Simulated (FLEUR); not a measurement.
# As (R-3m) in FLEUR: notebook

Runs on As. Level: PBEsol. Tasks: band structure, equation of state.

Everything below comes from runs of FLEUR MaX-R8.1 (later development tree). Logs are shortened: lines on timing, memory, paths and dates and some standing lists are left out, and cuts for length are marked.

## (1) The crystal as given

The structure is trigonal, space group R-3m (No. 166). The conventional cell has a = 3.762 Å, b = 3.762 Å, c = 10.542 Å, α = 90.00°, β = 90.00°, γ = 120.00°. As (site symmetry 3m) is surrounded by 3 As at 2.51 Å.

## (2) Band structure, PBEsol

inp.xml

```xml
<?xml version="1.0" encoding="UTF-8" standalone="no"?>
<fleurInput fleurInputVersion="0.39">
   <comment>
      As                                                                                                  
   </comment>
   <calculationSetup>
      <cutoffs Kmax="4.47" Gmax="13.9" GmaxXC="13.9" numbands="0"/>
      <scfLoop itmax="60" minDistance="0.00001" maxIterBroyd="15" imix="Anderson" alpha="0.05" precondParam="0.0" spinf="2.0" sdNocoIR="T"/>
      <coreElectrons ctail="T" frcor="F" kcrel="0" coretail_lmax="0"/>
      <xcFunctional name="PBEs" relativisticCorrections="F"/>
      <magnetism jspins="1"/>
      <soc l_soc="F" theta="0.0" phi="0.0" spav="F"/>
      <expertModes spex="0" secvar="F"/>
      <geometryOptimization l_f="F" forcealpha="1.0" forcemix="BFGS" epsdisp="0.00001" epsforce="0.00001"/>
      <ldaU l_linMix="F" mixParam="0.05" spinf="1.0"/>
   </calculationSetup>
   <cell>
      <bzIntegration valenceElectrons="42.0" mode="hist" fermiSmearingEnergy="0.00183747">
         <kPointListSelection listName="default-1"/>
         <!-- k-points included here -->
         <xi:include xmlns:xi="http://www.w3.org/2001/XInclude" href="kpts.xml"> </xi:include>
      </bzIntegration>
      <!-- symmetry operations included here -->
      <xi:include xmlns:xi="http://www.w3.org/2001/XInclude" href="sym.xml"> </xi:include>
      <bulkLattice scale="1.0">
         <bravaisMatrix>
            <row-1>    3.5541910345400498     2.0520131504382508     6.6406147544706311</row-1>
            <row-2>   -3.5541910345400498     2.0520131504382508     6.6406147544706311</row-2>
            <row-3>    0.0000000000000000    -4.1040263010654741     6.6406147544706311</row-3>
         </bravaisMatrix>
      </bulkLattice>
   </cell>
   <atomSpecies>
      <species name="Arsenic (As)" element="As" atomicNumber="33">
         <mtSphere radius="2.19" gridPoints="725" logIncrement="0.017"/>
         <atomicCutoffs lmax="9" lnonsphr="7"/>
         <electronConfig flipSpins="F">
            <coreConfig>(1s1/2) (2s1/2) (2p1/2) (2p3/2) (3s1/2)</coreConfig>
            <valenceConfig>(3p1/2) (3p3/2) (4s1/2) (3d3/2) (3d5/2) (4p1/2) (4p3/2)</valenceConfig>
            <stateOccupation state="(4p1/2)" spinUp="0.500000" spinDown="0.500000"/>
            <stateOccupation state="(4p3/2)" spinUp="1.000000" spinDown="1.000000"/>
         </electronConfig>
         <energyParameters s="4" p="4" d="3" f="4"/>
         <lo type="SCLO" l="1" n="3" eDeriv="0"/>
         <lo type="SCLO" l="1" n="3" eDeriv="1"/>
         <lo type="HELO" l="2" n="4" eDeriv="0"/>
         <lo type="HELO" l="2" n="4" eDeriv="1"/>
         <lo type="SCLO" l="0" n="4" eDeriv="2"/>
         <lo type="SCLO" l="3" n="4" eDeriv="2"/>
      </species>
   </atomSpecies>
   <atomGroups>
      <atomGroup species="Arsenic (As)">
         <relPos label="                   1">.2260000000 .2260000000 .2260000000</relPos>
         <relPos label="                   2">-.2260000000 -.2260000000 -.2260000000</relPos>
         <force calculate="T" relaxXYZ="TTT"/>
      </atomGroup>
   </atomGroups>
   <output dos="F" band="F" slice="F">
      <checks vchk="F" cdinf="F"/>
      <bandDOS minEnergy="-.5*Htr" maxEnergy="0.5*Htr" sigma="0.015" storeEVData="T"/>
      <vacuumDOS vacdos="F" integ="F" star="F" nstars="0" locx1="0.0" locy1="0.0" locx2="0.0" locy2="0.0" nstm="0" tworkf="0.0"/>
      <unfoldingBand unfoldBand="F" supercellX="1" supercellY="1" supercellZ="1"/>
      <plotting iplot="0" polar="F">
         <plot TwoD="T" vec1="  1.0  0.0  0.0" vec2="  0.0  1.0  0.0" vec3="  0.0  0.0  1.0" zero="  0.0  0.0  0.0" file="plot"/>
      </plotting>
      <chargeDensitySlicing numkpt="0" minEigenval="0.0" maxEigenval="0.0" nnne="0" pallst="F"/>
      <specialOutput eonly="F"/>
      <moessbauerParams electricFieldGradient="T" isomerShift="T" coreHyperfine="T" valenceHyperfine="T"/>
      <magneticCircularDichroism mcd="F" energyLo="-10.0" energyUp="0.0"/>
   </output>
  <!-- We include the file relax.xml here to enable relaxations (see documentation) -->
  <xi:include xmlns:xi="http://www.w3.org/2001/XInclude" href="relax.xml"> <xi:fallback/> </xi:include>
</fleurInput>
```

crystal.txt

```
As
&input cartesian=F /
1.8807968987  1.0858785957  3.5140619945
-1.8807968987  1.0858785957  3.5140619945
0.0000000000  -2.1717571915  3.5140619945
1.8897261246
1.0 1.0 1.0

2
33 0.2260000000  0.2260000000  0.2260000000
33 0.7740000000  0.7740000000  0.7740000000

&kpt div1=9 div2=9 div3=9 gamma=T /
```

inp.xml (bands)

```
<?xml version="1.0" encoding="UTF-8" standalone="no"?>
<fleurInput fleurInputVersion="0.39">
   <comment>
      As                                                                                                  
   </comment>
   <calculationSetup>
      <cutoffs Kmax="4.47" Gmax="13.9" GmaxXC="13.9" numbands="0"/>
      <scfLoop itmax="60" minDistance="0.00001" maxIterBroyd="15" imix="Anderson" alpha="0.05" precondParam="0.0" spinf="2.0" sdNocoIR="T"/>
      <coreElectrons ctail="T" frcor="F" kcrel="0" coretail_lmax="0"/>
      <xcFunctional name="PBEs" relativisticCorrections="F"/>
      <magnetism jspins="1"/>
      <soc l_soc="F" theta="0.0" phi="0.0" spav="F"/>
      <expertModes spex="0" secvar="F"/>
      <geometryOptimization l_f="F" forcealpha="1.0" forcemix="BFGS" epsdisp="0.00001" epsforce="0.00001"/>
      <ldaU l_linMix="F" mixParam="0.05" spinf="1.0"/>
   </calculationSetup>
   <cell>
      <bzIntegration valenceElectrons="42.0" mode="hist" fermiSmearingEnergy="0.00183747">
         <kPointListSelection listName="path-1"/>
         <!-- k-points included here -->
         <xi:include xmlns:xi="http://www.w3.org/2001/XInclude" href="kpts.xml"> </xi:include>
      </bzIntegration>
      <!-- symmetry operations included here -->
      <xi:include xmlns:xi="http://www.w3.org/2001/XInclude" href="sym.xml"> </xi:include>
      <bulkLattice scale="1.0">
         <bravaisMatrix>
            <row-1>    3.5541910345400498     2.0520131504382508     6.6406147544706311</row-1>
            <row-2>   -3.5541910345400498     2.0520131504382508     6.6406147544706311</row-2>
            <row-3>    0.0000000000000000    -4.1040263010654741     6.6406147544706311</row-3>
         </bravaisMatrix>
      </bulkLattice>
   </cell>
   <atomSpecies>
      <species name="Arsenic (As)" element="As" atomicNumber="33">
         <mtSphere radius="2.19" gridPoints="725" logIncrement="0.017"/>
         <atomicCutoffs lmax="9" lnonsphr="7"/>
         <electronConfig flipSpins="F">
            <coreConfig>(1s1/2) (2s1/2) (2p1/2) (2p3/2) (3s1/2)</coreConfig>
            <valenceConfig>(3p1/2) (3p3/2) (4s1/2) (3d3/2) (3d5/2) (4p1/2) (4p3/2)</valenceConfig>
            <stateOccupation state="(4p1/2)" spinUp="0.500000" spinDown="0.500000"/>
            <stateOccupation state="(4p3/2)" spinUp="1.000000" spinDown="1.000000"/>
         </electronConfig>
         <energyParameters s="4" p="4" d="3" f="4"/>
         <lo type="SCLO" l="1" n="3" eDeriv="0"/>
         <lo type="SCLO" l="1" n="3" eDeriv="1"/>
         <lo type="HELO" l="2" n="4" eDeriv="0"/>
         <lo type="HELO" l="2" n="4" eDeriv="1"/>
         <lo type="SCLO" l="0" n="4" eDeriv="2"/>
         <lo type="SCLO" l="3" n="4" eDeriv="2"/>
      </species>
   </atomSpecies>
   <atomGroups>
      <atomGroup species="Arsenic (As)">
         <relPos label="                   1">.2260000000 .2260000000 .2260000000</relPos>
         <relPos label="                   2">-.2260000000 -.2260000000 -.2260000000</relPos>
         <force calculate="T" relaxXYZ="TTT"/>
      </atomGroup>
   </atomGroups>
   <output dos="F" band="T" slice="F">
      <checks vchk="F" cdinf="F"/>
      <bandDOS minEnergy="-.5*Htr" maxEnergy="0.5*Htr" sigma="0.015" storeEVData="T"/>
      <vacuumDOS vacdos="F" integ="F" star="F" nstars="0" locx1="0.0" locy1="0.0" locx2="0.0" locy2="0.0" nstm="0" tworkf="0.0"/>
      <unfoldingBand unfoldBand="F" supercellX="1" supercellY="1" supercellZ="1"/>
      <plotting iplot="0" polar="F">
         <plot TwoD="T" vec1="  1.0  0.0  0.0" vec2="  0.0  1.0  0.0" vec3="  0.0  0.0  1.0" zero="  0.0  0.0  0.0" file="plot"/>
      </plotting>
      <chargeDensitySlicing numkpt="0" minEigenval="0.0" maxEigenval="0.0" nnne="0" pallst="F"/>
      <specialOutput eonly="F"/>
      <moessbauerParams electricFieldGradient="T" isomerShift="T" coreHyperfine="T" valenceHyperfine="T"/>
      <magneticCircularDichroism mcd="F" energyLo="-10.0" energyUp="0.0"/>
   </output>
  <!-- We include the file relax.xml here to enable relaxations (see documentation) -->
  <xi:include xmlns:xi="http://www.w3.org/2001/XInclude" href="relax.xml"> <xi:fallback/> </xi:include>
</fleurInput>
```

Potentials or basis: all-electron, FLAPW.

Launch:

```console
$ inpgen -f crystal.txt -profile fastHighL
$ # inp.xml edited to the form shown
$ fleur_MPI
$ fleur_MPI   # second run, on inp.xml (bands)
```

Output:

```text
Welcome to FLEUR        (www.flapw.de)
      MaX-Release 8.1          (www.max-centre.eu)

 ========== k-point set info ==========
 Selected k-point list: default-1
 k-point list type: mesh
 9 x 9 x 9
 Number of k points: 85

 ------------Calculation Setup---------------------------
 Number of MPI-tasks      :            1
 Number of PE/node        :            1
 Number of OMP-threads    :            1
 Most efficient MPI parallelization for:
           1           5          17          85
 Additional eigenvalue parallelization possible
 Number of basis functions:          531
 Approximate size of matrices (H+S) per k-point:         0.004 GB
 --------------------------------------------------------
 Iteration:     1   Distance:       5.26163357 me/bohr^3
 Iteration:     2   Distance:       4.94714772 me/bohr^3
 Iteration:     3   Distance:       1.47251279 me/bohr^3
 Iteration:     4   Distance:       0.23670955 me/bohr^3
 Iteration:     5   Distance:       0.16403449 me/bohr^3
 Iteration:     6   Distance:       0.05564267 me/bohr^3
 Iteration:     7   Distance:       0.03061866 me/bohr^3
 Iteration:     8   Distance:       0.00840722 me/bohr^3
 Iteration:     9   Distance:       0.00081312 me/bohr^3
 Iteration:    10   Distance:       0.00069356 me/bohr^3
 Iteration:    11   Distance:       0.00010354 me/bohr^3
 Iteration:    12   Distance:       0.00002363 me/bohr^3
 Iteration:    13   Distance:       0.00000456 me/bohr^3

 ********************************************************************
 Run finished successfully
 Stop message:
   all done
 ********************************************************************
```

output (bands):

```text
Welcome to FLEUR        (www.flapw.de)
      MaX-Release 8.1          (www.max-centre.eu)

 ========== k-point set info ==========
 Selected k-point list: path-1
 k-point list type: path
 Number of k points: 60

 ------------Calculation Setup---------------------------
 Number of MPI-tasks      :            1
 Number of PE/node        :            1
 Number of OMP-threads    :            1
 Most efficient MPI parallelization for:
           1           2           3           4           5           6          10          12          15          20          30          60
 Additional eigenvalue parallelization possible
 Number of basis functions:          531
 Approximate size of matrices (H+S) per k-point:         0.004 GB
 --------------------------------------------------------
 Fermi energy correction for metals:
 Fermi energy in bands.* files may not be consistent with last density.
 Please correct it manually (e.g. in band.gnu file).

 Note: Band structure data (together with different weights) is also stored in the banddos.hdf file.
       A convenient way of extracting and plotting the data from that file is by making use of the

 ********************************************************************
 Run finished successfully
 Stop message:
   Charge density postprocessing done.
 ********************************************************************
```

out.xml (last iteration):

```text
<iteration numberForCurrentRun="   13" overallNumber="   13">
         <energyParameters units="Htr">
            <atomicEP atomType="1" spin="1" branch="4s" branchLowest="-6.54" branchHighest="0.72" value="-0.1824304358"/>
            <atomicEP atomType="1" spin="1" branch="4p" branchLowest="-4.46" branchHighest="1.43" value="0.0813306231"/>
            <atomicEP atomType="1" spin="1" branch="3d" branchLowest="-9.99" branchHighest="-1.04" value="-1.0456277105"/>
            <atomicEP atomType="1" spin="1" branch="4f" branchLowest="-9.99" branchHighest="3.48" value="0.4652013847"/>
            <loAtomicEP atomType="1" spin="1" branch="3p" branchLowest="-47.42" branchHighest="-4.46" value="-4.4673052417"/>
            <loAtomicEP atomType="1" spin="1" branch="3p" branchLowest="-47.42" branchHighest="-4.46" value="-4.4673052417"/>
            <heloAtomicEP atomType="1" spin="1" branch="4d" branchLowest="1.94" branchHighest="1.94" value="1.9401908022"/>
            <heloAtomicEP atomType="1" spin="1" branch="4d" branchLowest="1.94" branchHighest="1.94" value="1.9401908022"/>
            <loAtomicEP atomType="1" spin="1" branch="4s" branchLowest="-6.54" branchHighest="0.72" value="-0.1824304358"/>
            <loAtomicEP atomType="1" spin="1" branch="4f" branchLowest="-9.99" branchHighest="3.48" value="0.4652043499"/>
         </energyParameters>
         <eigenvalues>
            <eigenvaluesAt spin="1" ikpt="1" k_x="0.00000000" k_y="0.00000000" k_z="0.00000000">
                      -4.4651316224       -4.4651316224       -4.4650327867       -4.4650327867       -4.4640461422
                      -4.4639853771       -1.0591796981       -1.0591796981       -1.0574945036       -1.0574945036
                      -1.0562812009       -1.0548891701       -1.0548891701       -1.0544759049       -1.0532402902
                      -1.0532402902       -0.2783397460        0.0622193197        0.1843696055        0.2012255608
                       0.2012255608        0.3337511559        0.3820424650        0.3820424650        0.5280816786
                       0.5280816786        0.5458833331        0.5974228463        0.6005030125        0.6005030126
                       0.6064660450        1.1211111930        1.1265670997
            </eigenvaluesAt>
            <eigenvaluesAt spin="1" ikpt="2" k_x="0.00000000" k_y="0.00000000" k_z="0.11111111">
                      -4.4651319336       -4.4651291837       -4.4650354744       -4.4650322125       -4.4640441431
                      -4.4639867510       -1.0591352462       -1.0590469574       -1.0574402097       -1.0573887564
                      -1.0562457550       -1.0549556714       -1.0549027527       -1.0545632068       -1.0533453980
                      -1.0532996922       -0.2722508109        0.0413289784        0.1844665881        0.1965494189
[... 40 lines left out ...]
         <allElectronCharges>
            <spinDependentCharge spin="1" total="66.0000000" interstitial="4.3239902" mtSpheres="61.6760098"/>
            <totalCharge value="65.9999999946"/>
         </allElectronCharges>
         <moessbauerParams unitsHFF="kG" unitsIS="e/bohr^3" unitsEFG="Htr/bohr^2">
            <coreIsomerShift atomType="1" isTotal="35690.32700">
               <shell n="1" l="0" isomerShift="31914.02721"/>
               <shell n="2" l="0" isomerShift="3241.12514"/>
               <shell n="2" l="1" isomerShift="30.52339"/>
               <shell n="3" l="0" isomerShift="504.65126"/>
            </coreIsomerShift>
            <isomerShift atomType="1" nucleusRadius="0.0000996" averageDensity="35735.66779"/>
            <electricFieldGradient atomType="1" VXX="0.27668" VYY="0.27668" VZZ="-0.55336" asymParam="0.00000">
            </electricFieldGradient>
         </moessbauerParams>
         <totalEnergy                                    value="    -4518.9967757798" units="Htr">
            <sumOfEigenvalues                            value="    -2605.4301946221">
               <coreElectrons value="-2531.0951426714"/>
               <valenceElectrons value="-74.3350519507"/>
            </sumOfEigenvalues>
            <densityCoulombPotentialIntegral value="-7008.7903834994"/>
            <densityEffectivePotentialIntegral value="-7224.5827772264"/>
            <chargeDenXCDenIntegral value="-164.4802663827"/>
            <FockExchangeEnergyValence value="0.0000000000"/>
            <FockExchangeEnergyCore value="0.0000000000"/>
            <atomTypeDependentContributions atomType="1">
               <electronNucleiInteractionDifferentMTs value="5431.8779350990"/>
               <MadelungTerm value="-37.3959651527"/>
            </atomTypeDependentContributions>
            <tkbTimesEntropy value="0.0000548529"/>
            <freeEnergy value="-4518.9968306327"/>
            <extrapolationTo0K value="-4518.9968032063"/>
         </totalEnergy>
         <densityConvergence units="me/bohr^3">
            <chargeDensity spin="1" distance="0.0000045640"/>
         </densityConvergence>
      </iteration>
```

Wall time 72 s (1 thread of Arm Neoverse V2, shared host); peak memory 0.07 GiB.

What came out:

```
Free energy                                           : -122968.1682 eV
Band gap along the path                               : none (metal or under the smearing width)
Valence electrons inside the program's atomic spheres : As 18.84 (radii As 2.19 bohr)
```

Levels at the corners of the path, in eV from the Fermi level:
```
point  band 17  band 18  band 19  band 20  band 21  band 22  band 23  band 24  band 25  band 26
    Γ   -15.06    -5.80    -2.47    -2.01    -2.01     1.59     2.91     2.91     6.88     6.88
    L   -12.33   -11.10    -2.86    -2.79    -0.37    -0.35     0.36     1.42     8.89     9.18
   B1   -11.76   -10.60    -5.90    -5.38    -1.36     1.26     5.20     5.41     6.83     7.32
    B   -11.76   -10.60    -5.90    -5.38    -1.36     1.26     5.20     5.41     6.83     7.32
    Z   -13.79    -9.97    -1.77    -1.77    -0.66     0.79     0.79     1.87     7.93    10.52
    Γ   -15.06    -5.80    -2.47    -2.01    -2.01     1.59     2.91     2.91     6.88     6.88
    X   -11.59   -10.85    -6.18    -3.54    -3.53     3.25     3.31     5.33     6.35     8.64
    Q   -11.59   -10.85    -6.18    -3.54    -3.53     3.25     3.31     5.33     6.35     8.64
    F   -12.29    -9.73    -5.97    -4.19    -4.13     1.38     5.49     6.89     7.30    10.73
   P1   -12.29   -10.13    -6.13    -3.76    -3.02     2.13     3.88     6.04     6.40     9.64
    Z   -13.79    -9.97    -1.77    -1.77    -0.66     0.79     0.79     1.87     7.93    10.52
    L   -12.33   -11.10    -2.86    -2.79    -0.37    -0.35     0.36     1.42     8.89     9.18
    P   -12.29   -10.13    -6.13    -3.76    -3.02     2.13     3.88     6.04     6.40     9.64
```

Core levels (eV from the Fermi level):
```tsv
atom	levels
1 As	1s1/2 -11702.3, 2s1/2 -1480.6, 2p1/2 -1322.7, 2p3/2 -1286.2, 3s1/2 -185.4
2 As	1s1/2 -11702.3, 2s1/2 -1480.6, 2p1/2 -1322.7, 2p3/2 -1286.2, 3s1/2 -185.4
```

(Continued in part 2 of 2.)
